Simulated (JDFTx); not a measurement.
# Na under changes of volume

One of the cells (39.256 Å³/atom); the others are scaled copies at fixed shape and fractional positions:

```
CELL_PARAMETERS angstrom
-2.14100 2.14100 2.14100
2.14100 -2.14100 2.14100
2.14100 2.14100 -2.14100
ATOMIC_POSITIONS crystal
Na 0.00000 0.00000 0.00000
```

* Program: JDFTx 1.7.0 (patched build)
* Functional: RPBE
* Potentials or basis: PseudoDojo-SR-PBE-0.5-standard with smoothed tails
* Cutoff: 1197 eV
* Density cutoff: 4789 eV
* k mesh: 9 × 9 × 9
* Occupations: fermi-dirac, width 0.05 eV
* Spin: no spin polarisation

```tsv
volume (Å³/atom)	energy over the lowest point (meV/atom)	pressure (GPa)
36.901	4.12	0.5
37.686	1.92	0.4
38.471	0.57	0.2
39.256	0.00	0.0
40.041	0.13	-0.1
40.827	0.91	-0.2
41.612	?	?
```

Problem. What does the run at 41.612 Å³/atom give?

Solution. Energy over the lowest point 2.28 meV/atom; pressure -0.3 GPa.

Worked out: A Birch-Murnaghan fit of order 3 (a polynomial in V^(-2/3)) to the other rows has its minimum at 39.49 Å³/atom with B0 = V·E''(V) = 7.0 GPa and B' = 3.7. It gives 2.27 meV/atom at 41.612 Å³/atom, against the run's 2.28, and -dE/dV = -0.3 GPa, against -0.3.

Energies are extrapolated to zero smearing.

Caveats: the potentials were made for another functional, which shifts forces and pressure.
